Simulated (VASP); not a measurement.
# Ga24N25 (a cell with a defect) in VASP: notebook, part 2 of 2

VASP 6.6.1. The steps go on from the part before.

**3. Single point, HSE06, collinear spin, ferromagnetic start**

Contents of POSCAR:

```
Ga24N25                                 
1.0
   -3.2177240000     -5.5732640000      5.2440550000
    6.4354500000      0.0000000000      5.2440550000
   -3.2177260000      5.5732640000      5.2440550000
  Ga              N             
    24    25
Direct
     0.8317354835288737    0.4992104481305453    0.6667070313301234
     0.6631479725587119    0.3337443475938014    0.9988707552317276
     0.9996437214244288    0.6625575749170574    0.3335038294457799
     0.6673750262368406    0.8311664341442294    0.4989827647543661
     0.9985046374748826    0.1659959559503583    0.8317302965845641
     0.1663522667248487    0.3319403609136189    0.4995158655239803
     0.4996909417126826    0.6669420228204745    0.8308986728087597
     0.8324405994155369    0.9980870556489772    0.1658345635312558
     0.3325707666244726    0.4997073220445490    0.1655063641433966
     0.3342424955937491    0.9990166946943656    0.6624906456419322
     0.1663008842440629    0.8322233932853872    0.9978560094307189
     0.5000614997435948    0.1657531768667326    0.3318143252992733
     0.6672903975004379    0.4966964066054352    0.3329845947522731
     0.4972919437311756    0.3331516299829174    0.6665361814065053
     0.8326031591301124    0.6616652087831788    0.9971296007710054
     0.5080995957302840    0.8277848129778820    0.1668866546161080
     0.8281594789932670    0.1670346171212726    0.5073869395067885
     0.0002896362824503    0.3331062935175663    0.1667937958206932
     0.3336590356991288    0.6667013581189863    0.4965337902458733
     0.6622269094566297    0.9972097041324125    0.8319381657410349
     0.1675488414760708    0.5077517041226749    0.8275476167002959
     0.1675248354199782    0.9996886340242963    0.3330974036356564
     0.9977762228070197    0.8321044004405326    0.6614259916119148
     0.3335728064286513    0.1669811066629501    0.9995747274165830
     0.6231711557124753    0.2911533797337341    0.4599301107662145
     0.4557254010072601    0.1246329364228547    0.7906377115167244
     0.7913311112157225    0.4551201695582328    0.1245262491933826
     0.4607076153712706    0.6227272655269179    0.2909866720502632
     0.7894272101803169    0.9569545406685698    0.6258558798671439
     0.9555270336546976    0.1291388128469346    0.3047885569359596
     0.2917526780319323    0.4601311944949699    0.6225833353490627
     0.6264905882895512    0.7889359180334643    0.9567687861636840
     0.1297849134101498    0.3050749797370814    0.9546900949666683
     0.1252191451381688    0.7906897001973046    0.4549655832520951
     0.9574134451964593    0.6261117367317688    0.7887984706867199
     0.3053226224253896    0.9549882698411201    0.1290682215371662
     0.7917165310460444    0.6228542956447417    0.4587387143534258
     0.6233486433650993    0.4589785453036077    0.7909975485211991
     0.9550508567856081    0.7803199709026409    0.1266531573700348
     0.6272908231292068    0.9578536712016763    0.2926757419188954
     0.9582467088219703    0.2929304496621488    0.6265245373867323
     0.1265528198945891    0.4570145074637053    0.2924166200943194
     0.4594702324491181    0.7911547662758718    0.6226942221303184
     0.7808174121255256    0.1269704159405003    0.9544556747692055
     0.2934516333845686    0.6269564735245025    0.9575475037795010
     0.2932003719741182    0.1259042273919855    0.4570343152189047
     0.1273605070444552    0.9546725687649780    0.7800506967290156
     0.4576192504450259    0.2926389194250706    0.1256932822538921
     0.0536836519633832    0.0534974012054186    0.0530971772388779
```

Contents of INCAR.step1:

```
  ALGO = Normal
  AMIX = 0.2
  AMIX_MAG = 0.8
  BMIX = 1E-4
  BMIX_MAG = 1E-4
  EDIFF = 1E-5
  ENCUT = 400
  GGA = PE
  ICORELEVEL = 1
  ISIF = 2
  ISMEAR = 0
  ISPIN = 2
  LASPH = True
  LCHARG = False
  LORBIT = 11
  LREAL = Auto
  LUSENCCL = False
  LWAVE = True
  MAGMOM = 0 0 0 0 0.1 0 0 0.1 0 0 0.1 0 0 0 0 0 0 0 0 0 0 0 0 0 0 0 0 0 0 0.1 0 0 0.1 0 0 0.1 0 0 0.1 0 0 0 0 0.1 0 0 0.1 0 0.1
  NBANDS = 252
  NELM = 150
  PREC = Normal
  SIGMA = 0.01
```

Contents of INCAR.step2:

```
  ALGO = Normal
  AMIX = 0.2
  AMIX_MAG = 0.8
  BMIX = 1E-4
  BMIX_MAG = 1E-4
  EDIFF = 1E-6
  ENCUT = 400
  GGA = PE
  HFSCREEN = 0.2
  ICORELEVEL = 1
  ISIF = 2
  ISMEAR = 0
  ISPIN = 2
  ISTART = 1
  LASPH = True
  LCHARG = False
  LHFCALC = True
  LORBIT = 11
  LREAL = Auto
  LUSENCCL = False
  LWAVE = False
  MAGMOM = 0 0 0 0 0.1 0 0 0.1 0 0 0.1 0 0 0 0 0 0 0 0 0 0 0 0 0 0 0 0 0 0 0.1 0 0 0.1 0 0 0.1 0 0 0.1 0 0 0 0 0.1 0 0 0.1 0 0.1
  NBANDS = 252
  NELM = 150
  PREC = Normal
  PRECFOCK = Fast
  SIGMA = 0.01
```

Contents of KPOINTS:

```
k-points
0
Gamma
  1 1 1
```

Potentials or basis: VASP PAW PBE potentials, release 64 (Ga_d, N).

The run is started by

```console
$ cat potpaw_PBE.64/Ga_d/POTCAR potpaw_PBE.64/N/POTCAR > POTCAR
$ cp INCAR.step1 INCAR
$ mpirun -np 1 vasp_gam > vasp.out
$ cp INCAR.step2 INCAR
$ mpirun -np 1 vasp_gam > vasp.out
```

OUTCAR:

```text
AMIX = 0.2
   AMIX_MAG = 0.8
   EDIFF = 1E-6
   ENCUT = 400
   GGA = PE
   HFSCREEN = 0.2
   ISIF = 2
   ISMEAR = 0
   ISPIN = 2
   ISTART = 1
   LASPH = True
   LHFCALC = True
   LORBIT = 11
   LREAL = Auto
   NELM = 150
   PREC = Normal
   PRECFOCK = Fast

 ion  position               nearest neighbor table
   1  0.832  0.499  0.667-  41 1.96  37 1.96  35 1.96  38 1.97
   2  0.663  0.334  0.999-  44 1.94  48 1.96  38 1.96  27 1.97
   3  1.000  0.663  0.334-  39 1.94  42 1.96  37 1.96  34 1.97
   4  0.667  0.831  0.499-  40 1.96  43 1.96  37 1.97  29 1.97
   5  0.999  0.166  0.832-  41 1.95  47 2.02  44 2.02  49 2.05  33 2.06
[... 899 lines left out ...]
     -0.02585     -3.71257     10.46559        -0.023993      0.010438      0.008120
      1.59591     -0.93849     10.47513         0.023507      0.002153     -0.014026
     -4.82093     -0.92948     10.46834         0.331140     -0.211314     -0.152014
     -0.00640      1.85681      5.23256         0.021053      0.000508     -0.000110
[... 41 lines left out ...]
      0.00632     -1.84991      4.59354        -0.030090     -0.025757     -0.011598
      0.00069     -0.00327      0.84051         0.004760     -0.002806      0.219269
 -----------------------------------------------------------------------------------
    total drift:                                0.002111      0.007165      0.218301

  FREE ENERGIE OF THE ION-ELECTRON SYSTEM (eV)
  ---------------------------------------------------
  free  energy   TOTEN  =      -357.8564537692 eV

  energy  without entropy=     -357.8564537692  energy(sigma->0) =     -357.85645377

 total charge

# of ion       s       p       d       tot
------------------------------------------
    1        0.742   0.874  10.190  11.806
    2        0.747   0.882  10.194  11.823
    3        0.747   0.881  10.194  11.822
    4        0.742   0.874  10.190  11.806
    5        0.722   0.829  10.191  11.742
    6        0.740   0.864  10.185  11.788
[... 41 lines left out ...]
   48        1.228   2.477   0.000   3.705
   49        1.386   2.135   0.000   3.521
--------------------------------------------------
tot         48.711  82.094 244.534 375.339

 magnetization (x)

# of ion       s       p       d       tot
------------------------------------------
    1       -0.000   0.001   0.000   0.001
    2        0.001   0.002   0.002   0.005
    3        0.001   0.002   0.002   0.005
    4       -0.000   0.001   0.000   0.001
    5       -0.016  -0.013   0.025  -0.004
    6       -0.000  -0.000   0.000  -0.000
[... 41 lines left out ...]
   48        0.000   0.002   0.000   0.003
   49        0.035   1.358   0.000   1.393
--------------------------------------------------
tot          0.096   2.151   0.113   2.360
```

OSZICAR.step1:

```text
N       E                     dE             d eps       ncg     rms          rms(c)
DAV:   1     0.900062371610E+04    0.90006E+04   -0.14481E+05  1048   0.321E+03
DAV:   2     0.218278727594E+04   -0.68178E+04   -0.65146E+04  1008   0.897E+02
DAV:   3     0.130256068046E+02   -0.21698E+04   -0.20398E+04  1256   0.319E+02
DAV:   4    -0.307411237333E+03   -0.32044E+03   -0.31221E+03  1176   0.129E+02
DAV:   5    -0.336967342622E+03   -0.29556E+02   -0.29293E+02  1600   0.407E+01    0.379E+01
DAV:   6    -0.299781675914E+03    0.37186E+02   -0.64717E+01  1704   0.336E+01    0.182E+01
DAV:   7    -0.291370554139E+03    0.84111E+01   -0.60235E+01  1496   0.271E+01    0.946E+00
DAV:   8    -0.292272365093E+03   -0.90181E+00   -0.13278E+01  1312   0.163E+01    0.739E+00
DAV:   9    -0.292327367440E+03   -0.55002E-01   -0.14082E+00  1240   0.475E+00    0.309E+00
DAV:  10    -0.292286855243E+03    0.40512E-01   -0.24289E-01  1472   0.409E+00    0.109E+00
DAV:  11    -0.292288940477E+03   -0.20852E-02   -0.91020E-02  1288   0.157E+00    0.704E-01
DAV:  12    -0.292290773017E+03   -0.18325E-02   -0.33783E-02  1360   0.724E-01    0.351E-01
DAV:  13    -0.292291097996E+03   -0.32498E-03   -0.55001E-03  1168   0.391E-01    0.232E-01
DAV:  14    -0.292291285141E+03   -0.18714E-03   -0.18895E-03  1456   0.361E-01    0.794E-02
DAV:  15    -0.292291359734E+03   -0.74593E-04   -0.10091E-03  1128   0.160E-01    0.429E-02
DAV:  16    -0.292291311134E+03    0.48600E-04   -0.36840E-04  1360   0.144E-01    0.178E-02
DAV:  17    -0.292291322300E+03   -0.11166E-04   -0.12971E-04  1152   0.498E-02    0.115E-02
DAV:  18    -0.292291323983E+03   -0.16835E-05   -0.28900E-05   800   0.261E-02
   1 F= -.29229132E+03 E0= -.29229132E+03  d E =-.278658E-19  mag=     3.0000
```

Wall time 52 min (1 × NVIDIA H100 80GB with 1 thread of AMD EPYC 7R13 (Zen 3), shared host); peak memory 1.3 GiB.

Results:

```
Free energy                                           : -357.8565 eV
Largest force                                         : 0.446 eV/Å
Band gap on the k mesh                                : 2.74 eV, direct
Net moment                                            : 3.00 μB per cell
Site moments                                          : Ga +0.00, +0.01, -0.00, +0.03, -0.01; N +0.01, +0.00, +0.14, +0.12, +1.39 μB
Valence electrons inside the program's atomic spheres : Ga 11.81, 11.82, 11.74, 11.79, 11.83, 11.76; N 3.70, 3.71, 3.67, 3.69, 3.52
```

Forces in eV/Å, atoms in the order of the input:
```
Ga  -0.004 -0.018 -0.019
Ga   0.029  0.023  0.014
Ga  -0.024  0.010  0.008
Ga   0.024  0.002 -0.014
Ga   0.331 -0.211 -0.152
Ga   0.021  0.001  0.000
Ga  -0.026  0.028 -0.011
Ga   0.015  0.381 -0.159
Ga  -0.007 -0.007 -0.003
Ga   0.003 -0.032  0.024
Ga  -0.369 -0.190 -0.163
Ga   0.002  0.002  0.005
Ga   0.017  0.036  0.006
Ga   0.016 -0.020  0.008
Ga   0.010  0.000 -0.045
Ga   0.006  0.012 -0.014
Ga   0.009 -0.009  0.001
Ga   0.097  0.067  0.129
Ga  -0.042 -0.010  0.010
Ga  -0.001  0.004 -0.033
Ga  -0.015 -0.009  0.000
Ga  -0.102  0.043  0.124
Ga   0.002  0.013 -0.036
Ga   0.014 -0.127  0.133
N   -0.010 -0.010  0.008
N    0.000 -0.034  0.001
N    0.034  0.014  0.002
N    0.012 -0.002  0.004
N    0.032 -0.016  0.018
N    0.031 -0.282 -0.188
N    0.005  0.014 -0.004
N   -0.013  0.030  0.029
N   -0.269  0.128 -0.198
N   -0.026  0.023  0.009
N   -0.027 -0.029  0.018
N    0.226  0.163 -0.181
N    0.014  0.028 -0.010
N    0.013 -0.035 -0.010
N    0.178 -0.096  0.195
N   -0.037 -0.017 -0.003
N   -0.011  0.036  0.000
N    0.046 -0.004 -0.009
N   -0.021 -0.009 -0.021
N   -0.183 -0.111  0.169
N    0.040 -0.001 -0.006
N   -0.011  0.042 -0.026
N   -0.005  0.210  0.181
N   -0.030 -0.026 -0.012
N    0.005 -0.003  0.219
```

Core levels (eV, on the scale of the bands):
```tsv
atom	levels
1 Ga	1s -10216.1, 2s -1249.5, 2p -1086.0, 3s -136.3, 3p -87.1
2 Ga	1s -10216.1, 2s -1249.5, 2p -1085.9, 3s -136.3, 3p -87.0
3 Ga	1s -10216.1, 2s -1249.5, 2p -1085.9, 3s -136.3, 3p -87.0
4 Ga	1s -10216.1, 2s -1249.5, 2p -1086.0, 3s -136.3, 3p -87.1
5 Ga	1s -10216.3, 2s -1249.7, 2p -1086.1, 3s -136.5, 3p -87.2
6 Ga	1s -10216.2, 2s -1249.6, 2p -1086.0, 3s -136.3, 3p -87.1
```

Caveat: the PAW data sets were made with another functional, which shifts forces and pressure a little.
